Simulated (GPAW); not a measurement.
# ZnS (F-43m) in GPAW: settings compared

One crystal, ZnS, is run at these levels: PBE, LDA, PBEsol, RPBE, revPBE; tasks: band structure.

Everything below comes from runs of GPAW 26.7.0. Logs are shortened: lines on timing, memory, paths and dates and some standing lists are left out, and cuts for length are marked. The log counts tension as positive stress, the text compression.

**The experiment to reproduce.**

From “Electronic, vibrational, and thermodynamic properties of ZnS (zincblende and rocksalt structure)”, 2009, arxiv:0911.5022, for a bulk crystal of ZnS at 19 K: band gap 3.85 eV (direct).

The results are compared with them further down.

## (1) The structure

It takes space group F-43m (No. 216, cubic). Conventional cell: a = 5.404 Å, b = 5.404 Å, c = 5.404 Å, α = 90.00°, β = 90.00°, γ = 90.00°. Zn (site symmetry -43m) has 4 S at 2.34 Å as nearest neighbours. S (site symmetry -43m) has 4 Zn at 2.34 Å as nearest neighbours.

## (2) Band structure, PBE

File run.py:

```python
from ase.dft.bandgap import bandgap
from ase.io import read, write
from ase.units import Bohr, GPa
from gpaw import GPAW, PW
from gpaw.elf import elf_from_dft_calculation

atoms = read('ZnS.xyz')

calc = GPAW(mode=PW(600),
            xc='PBE',
            kpts={'size': (9, 9, 9), 'gamma': True},
            occupations={'name': 'fermi-dirac', 'width': 0.05},
            nbands=18,
            convergence={'density': 1e-05, 'energy': 1e-05},
            maxiter=150,
            txt='gpaw.txt')
atoms.calc = calc
energy = atoms.get_potential_energy()
forces = atoms.get_forces()
stress = atoms.get_stress()
calc.write('gs.gpw')
write('result.traj', atoms)
print(f'Energy: {energy:.6f} eV')
print('Forces (eV/A):')
print(forces.round(4))
print('Stress (GPa):', (stress / GPa).round(3))
print('Fermi level:', round(calc.get_fermi_level(), 4), 'eV')
print(f'Gap: {bandgap(calc)[0]:.4f} eV, direct: {bandgap(calc, direct=True)[0]:.4f} eV')

# fields on the real-space grid
write('density.cube', atoms, data=calc.get_pseudo_density() * Bohr**3)
write('potential.cube', atoms, data=calc.get_electrostatic_potential())
write('elf.cube', atoms, data=elf_from_dft_calculation(calc).data)

path = atoms.cell.bandpath('GXWKGLUWLK,UX', npoints=100, eps=1e-4)
bs_calc = calc.fixed_density(kpts=path, symmetry='off', nbands=28,
                             convergence={'bands': 'CBM+6.0', 'eigenstates': 1e-6}, txt='bands.txt')
bs = bs_calc.band_structure()
bs.write('bs.json')
print(f'Gap on the path: {bandgap(bs_calc)[0]:.4f} eV')
```

File ZnS.xyz:

```xyz
2
Lattice="0.0000000000 2.7020000000 2.7020000000 2.7020000000 0.0000000000 2.7020000000 2.7020000000 2.7020000000 0.0000000000" Properties=species:S:1:pos:R:3 pbc="T T T"
Zn     4.0530000000      4.0530000000      4.0530000000
S      0.0000000000      0.0000000000      0.0000000000
```

Potentials or basis: GPAW PAW data sets (gpaw-data 1.2.1), pw.

Started as:

```
$ OMP_NUM_THREADS=1 python run.py
```

gpaw.txt:

```text
__  _  _
 | _ |_)|_||  |
 |__||  | ||/\| - 26.7.0

Input parameters:
  mode=PW(ecut=600.0),
  convergence={'density': 1e-05, 'energy': 1e-05},
  kpts=MonkhorstPack(size=(9, 9, 9), gamma=True),
  maxiter=150,
  nbands=18,
  occupations=Occupations(name='fermi-dirac', width=0.05),
  xc=XC(name='PBE')

Diagonalizing LCAO Hamiltonian
Converting LCAO to pw mode

                    Zn

       S

Atoms  # Å, Bohr magnetons
|   | symbol |        x |        y |        z |    initial magnetic moments |
|---|--------|----------|----------|----------|-----------------------------|
| 0 |     Zn | 4.053000 | 4.053000 | 4.053000 | ( 0.0000,  0.0000,  0.0000) |
| 1 |      S | 0.000000 | 0.000000 | 0.000000 | ( 0.0000,  0.0000,  0.0000) |

Unit cell  # Å
| periodic |        x |        y |        z |  lengths |    angles |
|----------|----------|----------|----------|----------|-----------|
|      yes | 0.000000 | 2.702000 | 2.702000 | 3.821205 | 60.000000 |
|      yes | 2.702000 | 0.000000 | 2.702000 | 3.821205 | 60.000000 |
|      yes | 2.702000 | 2.702000 | 0.000000 | 3.821205 | 60.000000 |

Number of symmetries: 24
Symmetry operations  # r_c * U_cc + t_c -> r_c
|    | kind |            matrix            |
|----|------|------------------------------|
|  0 |  E   |  1, 0, 0,  0, 1, 0,  0, 0, 1 |
|  1 |  σ   |  1, 0, 0,  0, 0, 1,  0, 1, 0 |
|  2 |  σ   |  1, 0,-1,  0, 1,-1,  0, 0,-1 |
|  3 |  C3  |  1, 0,-1,  0, 0,-1,  0, 1,-1 |
|  4 |  C3  |  1,-1, 0,  0,-1, 1,  0,-1, 0 |
|  5 |  σ   |  1,-1, 0,  0,-1, 0,  0,-1, 1 |
|  6 |  σ   |  0, 1, 0,  1, 0, 0,  0, 0, 1 |
|  7 |  C3  |  0, 1, 0,  0, 0, 1,  1, 0, 0 |
|  8 |  C2  |  0, 1,-1,  1, 0,-1,  0, 0,-1 |
|  9 |  S4  |  0, 1,-1,  0, 0,-1,  1, 0,-1 |
| 10 |  C3  |  0, 0, 1,  1, 0, 0,  0, 1, 0 |
| 11 |  σ   |  0, 0, 1,  0, 1, 0,  1, 0, 0 |
| 12 |  S4  |  0, 0,-1,  1, 0,-1,  0, 1,-1 |
| 13 |  C3  |  0, 0,-1,  0, 1,-1,  1, 0,-1 |
| 14 |  S4  |  0,-1, 1,  1,-1, 0,  0,-1, 0 |
| 15 |  C2  |  0,-1, 1,  0,-1, 0,  1,-1, 0 |
| 16 |  C3  |  0,-1, 0,  1,-1, 0,  0,-1, 1 |
| 17 |  S4  |  0,-1, 0,  0,-1, 1,  1,-1, 0 |
| 18 |  S4  | -1, 1, 0, -1, 0, 1, -1, 0, 0 |
| 19 |  C3  | -1, 1, 0, -1, 0, 0, -1, 0, 1 |
| 20 |  C3  | -1, 0, 1, -1, 1, 0, -1, 0, 0 |
| 21 |  S4  | -1, 0, 1, -1, 0, 0, -1, 1, 0 |
| 22 |  σ   | -1, 0, 0, -1, 1, 0, -1, 0, 1 |
| 23 |  C2  | -1, 0, 0, -1, 0, 1, -1, 1, 0 |

BZ-sampling:
  Number of BZ points: 729
  Number of IBZ points: 35

  Monkhorst-Pack size: [9, 9, 9]
  Monkhorst-Pack shift: [0, 0, 0]

K-points  # in reciprocal-cell coordinates
|     |                                coordinates |     weight |
|-----|--------------------------------------------|------------|
|   0 | (  0.00000000,   0.00000000,   0.00000000) | 0.00137174 |
|   1 | (  0.11111111,   0.11111111,   0.00000000) | 0.00823045 |
|   2 | (  0.11111111,   0.11111111,   0.11111111) | 0.01097394 |
|   3 | (  0.22222222,   0.11111111,   0.11111111) | 0.01646091 |
|   4 | (  0.22222222,   0.22222222,   0.00000000) | 0.00823045 |
|   5 | (  0.22222222,   0.22222222,   0.11111111) | 0.03292181 |
|   6 | (  0.22222222,   0.22222222,   0.22222222) | 0.01097394 |
|   7 | (  0.33333333,   0.22222222,   0.11111111) | 0.03292181 |
|   8 | (  0.33333333,   0.22222222,   0.22222222) | 0.03292181 |
|   9 | (  0.33333333,   0.33333333,  -0.33333333) | 0.01646091 |
| ... |                                            |            |
|  34 | (  0.44444444,   0.44444444,   0.44444444) | 0.01097394 |

Plane wave coefficients: 1363
Cutoff: 600.0 eV

Spin-components: 1 (collinear spins)
Bands:           18
Projectors:      11
Spin-degeneracy: 2
Datatype:        complex128

Parallelization:
  kpt:    1
  domain: 1
  band:   1

Density:
  Valence electrons: 18.0
  Components: 1
  Grid points: [24 24 24]
  Charge: 0.0  # |e|

Potential:
  Grid points: [24 24 24]

species:
  Zn:
    name:    Zinc
    Z:       30.0
    valence: 12
    core:    18
    charge:  0.0  # [|e|]
    compensation charges:
      type: gauss
      rc: 0.37  # [Å]
      lmax: 2
    cutoffs:
      filter: 2.14  # [Å]
      core: 2.28  # [Å]
    projectors
    | kind |    occ | energy [eV] | rcut [Å] |
    |------|--------|-------------|----------|
    |   4s |  2.000 |      -5.977 |    1.286 |
    |   4p |  0.000 |      -1.117 |    1.270 |
    |   3d | 10.000 |     -10.142 |    1.180 |
    |    s |        |      21.234 |    1.286 |
    |    p |        |      26.095 |    1.270 |
    |    d |        |      17.070 |    1.180 |

    Using partial waves for Zn as LCAO basis

  S:
    name:    Sulfur
    Z:       16.0
    valence: 6
    core:    10
    charge:  0.0  # [|e|]
    compensation charges:
      type: gauss
      rc: 0.24  # [Å]
      lmax: 2
    cutoffs:
      filter: 1.77  # [Å]
      core: 1.66  # [Å]
    projectors
    | kind |    occ | energy [eV] | rcut [Å] |
    |------|--------|-------------|----------|
    |   3s |  2.000 |     -17.254 |    0.974 |
    |   3p |  4.000 |      -7.008 |    0.979 |
    |    s |        |       9.957 |    0.974 |
    |    p |        |      20.203 |    0.979 |
    |    d |        |       0.000 |    0.900 |

    Using partial waves for S as LCAO basis

Reference energy: -59718.946550  # eV

eigensolver:
  PPCG
  Converge bands: occupied
  niter=2

density mixing:
  MSR1-Mixer
  Pratt-step length: 0.05
  Maximum mixing coefficient: 0.75
  Old densities: 10
  SVD Regularization: 0.005
  Good broyden scale: 1.0
  Trust region scale: 1.0
  Backstep threshold: 4.0
  History deletion threshold: 6.0
  Fourier metric: weight=20.0, sigma=0.015

occupation numbers:
  Fermi-Dirac:
    width: 0.0500  # eV

poisson solver:
  ecut: 4800.0  # eV

xc functional:
  name: PBE with 2 nearest neighbor stencil

convergence criteria:
- Maximum integral of absolute [dens]ity change: 1e-05 electrons / valence electron
- Maximum [total energy] change in last 3 cyles: 1e-05 eV / valence electron
- Maximum integral of absolute [eigenst]ate change: 4e-08 eV^2 / valence electron
maximum number of iterations: 150

SCF iterations
|iter     | |      energy | eigst |  dens |
|---------|-|-------------|-------|-------|
|iter:   1| |   -7.291913 | -0.09 |       |
|iter:   2| |   -7.205643 | -1.80 | -1.18 |
|iter:   3| |   -6.921237 | -1.50 | -1.23 |
|iter:   4| |   -6.921903 | -2.66 | -1.79 |
|iter:   5| |   -6.923390 | -3.64 | -2.23 |
|iter:   6| |   -6.923337 | -4.30 | -3.00 |
|iter:   7| |   -6.923362c| -5.20 | -3.52 |
|iter:   8| |   -6.923369c| -5.86 | -3.87 |
|iter:   9| |   -6.923369c| -8.04c| -4.90 |
|iter:  10| |   -6.923369c| -7.59c| -5.36c|

Converged in 10 steps
Energy contributions relative to reference atoms: (reference = -59718.946550)

Energy contributions:
  Kinetic:          10.974489
  Coulomb:          -9.307937
  Zero:              0.056342
  External:          0.000000
  Xc:               -8.646264
  Entropy:          -0.000000
  Spinorbit:         0.000000
  ----------------------------
  Free energy:      -6.923369
  Extrapolated:     -6.923369

dipole moment: (-14.590608, -14.590608, -14.590608)  # |e|*Ang

Fermi level: 4.697
Eigenvalues  # (at kpt = [0.000, 0.000, 0.000])
| band index |      eig [eV] | occ [0-2] |
|------------|---------------|-----------|
|          0 |        -9.388 |     2.000 |
|          1 |        -2.563 |     2.000 |
|          2 |        -2.563 |     2.000 |
|          3 |        -2.563 |     2.000 |
|          4 |        -2.069 |     2.000 |
|          5 |        -2.069 |     2.000 |
[... 10 lines left out ...]
|         16 |        18.294 |     0.000 |
|         17 |        18.294 |     0.000 |

Gap: 2.104 eV
Transition (v -> c):
  (s=0, k=0, n=8, [0.00, 0.00, 0.00]) -> (s=0, k=0, n=9, [0.00, 0.00, 0.00])
No difference between direct/indirect transitions

Forces  # eV/Ang
|       x |        y |        z |
|---------|----------|----------|
| 0.00000 | -0.00000 |  0.00000 |  # Zn   0
| 0.00000 |  0.00000 | -0.00000 |  # S    1

Stress tensor  # eV/Ang^3
|         x |         y |         z |
|-----------|-----------|-----------|
| -0.010136 |  0.000000 | -0.000000 |
|  0.000000 | -0.010136 |  0.000000 |
| -0.000000 |  0.000000 | -0.010136 |

# Writing to gs.gpw (mode='')
```

Run time: 61 s. Hardware: 1 thread of Arm Neoverse V1, shared host; peak memory 0.27 GiB.

What came out:

- Free energy: -6.9234 eV
- Pressure: 1.6 GPa
- Band gap on the k mesh: 2.10 eV, direct
- Band gap along the path: 2.10 eV, direct

Levels at the corners of the path, in eV from the valence-band top:
```csv
point,band 5,band 6,band 7,band 8,band 9,band 10,band 11,band 12,band 13
Γ,-5.82,-5.82,0.00,0.00,0.00,2.10,6.37,6.37,6.37
X,-5.75,-5.60,-4.55,-2.22,-2.22,3.40,4.07,10.96,11.93
W,-5.85,-5.42,-4.58,-2.75,-2.71,5.68,6.03,7.85,8.20
K,-5.79,-5.47,-4.61,-3.11,-1.80,4.12,5.95,9.35,9.73
Γ,-5.82,-5.82,0.00,0.00,0.00,2.10,6.37,6.37,6.37
L,-5.79,-5.62,-5.28,-0.86,-0.86,3.31,6.89,6.89,8.86
U,-5.79,-5.47,-4.61,-3.11,-1.80,4.12,5.95,9.35,9.73
W,-5.85,-5.42,-4.58,-2.75,-2.71,5.68,6.03,7.85,8.20
L,-5.79,-5.62,-5.28,-0.86,-0.86,3.31,6.89,6.89,8.86
K,-5.79,-5.47,-4.61,-3.11,-1.80,4.12,5.95,9.35,9.73
U,-5.79,-5.47,-4.61,-3.11,-1.80,4.12,5.95,9.35,9.73
X,-5.75,-5.60,-4.55,-2.22,-2.22,3.40,4.07,10.96,11.93
```

## (3) Band structure, LDA

run.py: that of step 2 with these lines changed.

```diff
@@ -2,10 +2,9 @@
 from ase.io import read, write
-from ase.units import Bohr, GPa
+from ase.units import GPa
 from gpaw import GPAW, PW
-from gpaw.elf import elf_from_dft_calculation
 
-atoms = read('ZnS.xyz')
+atoms = read('POSCAR')
 
 calc = GPAW(mode=PW(600),
-            xc='PBE',
+            xc='LDA',
             kpts={'size': (9, 9, 9), 'gamma': True},
@@ -29,8 +28,3 @@
 
-# fields on the real-space grid
-write('density.cube', atoms, data=calc.get_pseudo_density() * Bohr**3)
-write('potential.cube', atoms, data=calc.get_electrostatic_potential())
-write('elf.cube', atoms, data=elf_from_dft_calculation(calc).data)
-
-path = atoms.cell.bandpath('GXWKGLUWLK,UX', npoints=100, eps=1e-4)
+path = atoms.cell.bandpath('GXWKGLUWLK,UX', npoints=80, eps=1e-4)
 bs_calc = calc.fixed_density(kpts=path, symmetry='off', nbands=28,
```

File POSCAR:

```
ZnS
1.0
    0.0000000000      2.7020000000      2.7020000000
    2.7020000000      0.0000000000      2.7020000000
    2.7020000000      2.7020000000      0.0000000000
Zn S
1 1
Direct
    0.7500000000      0.7500000000      0.7500000000
    0.0000000000      0.0000000000      0.0000000000
```

Potentials or basis: the program's PAW data sets (release 1.2.1) made for this functional, pw.

Started as:

```
$ OMP_NUM_THREADS=1 python run.py
```

gpaw.txt:

```text
__  _  _
 | _ |_)|_||  |
 |__||  | ||/\| - 26.7.0

Input parameters:
  mode=PW(ecut=600.0),
  convergence={'density': 1e-05, 'energy': 1e-05},
  kpts=MonkhorstPack(size=(9, 9, 9), gamma=True),
  maxiter=150,
  nbands=18,
  occupations=Occupations(name='fermi-dirac', width=0.05),
  xc=XC(name='LDA')

Diagonalizing LCAO Hamiltonian
Converting LCAO to pw mode

                    Zn

       S

Atoms  # Å, Bohr magnetons
|   | symbol |        x |        y |        z |    initial magnetic moments |
|---|--------|----------|----------|----------|-----------------------------|
| 0 |     Zn | 4.053000 | 4.053000 | 4.053000 | ( 0.0000,  0.0000,  0.0000) |
| 1 |      S | 0.000000 | 0.000000 | 0.000000 | ( 0.0000,  0.0000,  0.0000) |

Unit cell  # Å
| periodic |        x |        y |        z |  lengths |    angles |
|----------|----------|----------|----------|----------|-----------|
|      yes | 0.000000 | 2.702000 | 2.702000 | 3.821205 | 60.000000 |
|      yes | 2.702000 | 0.000000 | 2.702000 | 3.821205 | 60.000000 |
|      yes | 2.702000 | 2.702000 | 0.000000 | 3.821205 | 60.000000 |

Number of symmetries: 24
Symmetry operations  # r_c * U_cc + t_c -> r_c
|    | kind |            matrix            |
|----|------|------------------------------|
|  0 |  E   |  1, 0, 0,  0, 1, 0,  0, 0, 1 |
|  1 |  σ   |  1, 0, 0,  0, 0, 1,  0, 1, 0 |
|  2 |  σ   |  1, 0,-1,  0, 1,-1,  0, 0,-1 |
|  3 |  C3  |  1, 0,-1,  0, 0,-1,  0, 1,-1 |
|  4 |  C3  |  1,-1, 0,  0,-1, 1,  0,-1, 0 |
|  5 |  σ   |  1,-1, 0,  0,-1, 0,  0,-1, 1 |
[... 143 lines left out ...]

convergence criteria:
- Maximum integral of absolute [dens]ity change: 1e-05 electrons / valence electron
- Maximum [total energy] change in last 3 cyles: 1e-05 eV / valence electron
- Maximum integral of absolute [eigenst]ate change: 4e-08 eV^2 / valence electron
maximum number of iterations: 150

SCF iterations
|iter     | |      energy | eigst |  dens |
|---------|-|-------------|-------|-------|
|iter:   1| |   -8.637715 | -0.11 |       |
|iter:   2| |   -8.554848 | -1.83 | -1.21 |
|iter:   3| |   -8.279932 | -1.59 | -1.25 |
|iter:   4| |   -8.275618 | -2.86 | -1.81 |
|iter:   5| |   -8.275660 | -4.19 | -2.27 |
|iter:   6| |   -8.275652c| -5.12 | -3.34 |
|iter:   7| |   -8.275659c| -6.47 | -3.68 |
|iter:   8| |   -8.275661c| -6.81 | -4.08 |
|iter:   9| |   -8.275661c| -7.88c| -5.30c|

Converged in 9 steps
Energy contributions relative to reference atoms: (reference = -59612.485647)

Energy contributions:
  Kinetic:           7.531453
  Coulomb:          -6.387555
  Zero:              0.036182
  External:          0.000000
  Xc:               -9.455741
  Entropy:          -0.000000
  Spinorbit:         0.000000
  ----------------------------
  Free energy:      -8.275661
  Extrapolated:     -8.275661

dipole moment: (-14.569804, -14.569804, -14.569804)  # |e|*Ang

Fermi level: 4.400
Eigenvalues  # (at kpt = [0.000, 0.000, 0.000])
| band index |      eig [eV] | occ [0-2] |
|------------|---------------|-----------|
|          0 |        -9.656 |     2.000 |
|          1 |        -2.983 |     2.000 |
|          2 |        -2.983 |     2.000 |
|          3 |        -2.983 |     2.000 |
|          4 |        -2.501 |     2.000 |
|          5 |        -2.501 |     2.000 |
[... 10 lines left out ...]
|         16 |        17.768 |     0.000 |
|         17 |        17.768 |     0.000 |

Gap: 1.858 eV
Transition (v -> c):
  (s=0, k=0, n=8, [0.00, 0.00, 0.00]) -> (s=0, k=0, n=9, [0.00, 0.00, 0.00])
No difference between direct/indirect transitions

Forces  # eV/Ang
|       x |        y |        z |
|---------|----------|----------|
| 0.00000 | -0.00000 | -0.00000 |  # Zn   0
| 0.00000 | -0.00000 | -0.00000 |  # S    1

Stress tensor  # eV/Ang^3
|         x |         y |         z |
|-----------|-----------|-----------|
|  0.030685 |  0.000000 | -0.000000 |
|  0.000000 |  0.030685 | -0.000000 |
| -0.000000 | -0.000000 |  0.030685 |

# Writing to gs.gpw (mode='')
```

Run time: 50 s. Hardware: 1 thread of Arm Neoverse V1, shared host; peak memory 0.25 GiB.

What came out:

```
Free energy             : -8.2757 eV
Pressure                : -4.9 GPa
Band gap on the k mesh  : 1.86 eV, direct
Band gap along the path : 1.86 eV, direct
```

Levels at the corners of the path, in eV from the valence-band top:
| point | band 6 | band 7 | band 8 | band 9 | band 10 | band 11 | band 12 | band 13 |
| --- | --- | --- | --- | --- | --- | --- | --- | --- |
| Γ | -5.97 | 0.00 | 0.00 | 0.00 | 1.86 | 6.22 | 6.22 | 6.22 |
| X | -5.75 | -4.66 | -2.25 | -2.25 | 3.18 | 3.88 | 10.69 | 11.74 |
| W | -5.56 | -4.67 | -2.80 | -2.77 | 5.52 | 5.89 | 7.66 | 7.99 |
| K | -5.62 | -4.71 | -3.17 | -1.83 | 3.92 | 5.80 | 9.14 | 9.60 |
| Γ | -5.97 | 0.00 | 0.00 | 0.00 | 1.86 | 6.22 | 6.22 | 6.22 |
| L | -5.76 | -5.38 | -0.88 | -0.88 | 3.09 | 6.75 | 6.75 | 8.62 |
| U | -5.62 | -4.71 | -3.17 | -1.83 | 3.92 | 5.80 | 9.14 | 9.60 |
| W | -5.56 | -4.67 | -2.80 | -2.77 | 5.52 | 5.89 | 7.66 | 7.99 |
| L | -5.76 | -5.38 | -0.88 | -0.88 | 3.09 | 6.75 | 6.75 | 8.62 |
| K | -5.62 | -4.71 | -3.17 | -1.83 | 3.92 | 5.80 | 9.14 | 9.60 |
| U | -5.62 | -4.71 | -3.17 | -1.83 | 3.92 | 5.80 | 9.14 | 9.60 |
| X | -5.75 | -4.66 | -2.25 | -2.25 | 3.18 | 3.88 | 10.69 | 11.74 |

(Part 1 of 2 ends here.)
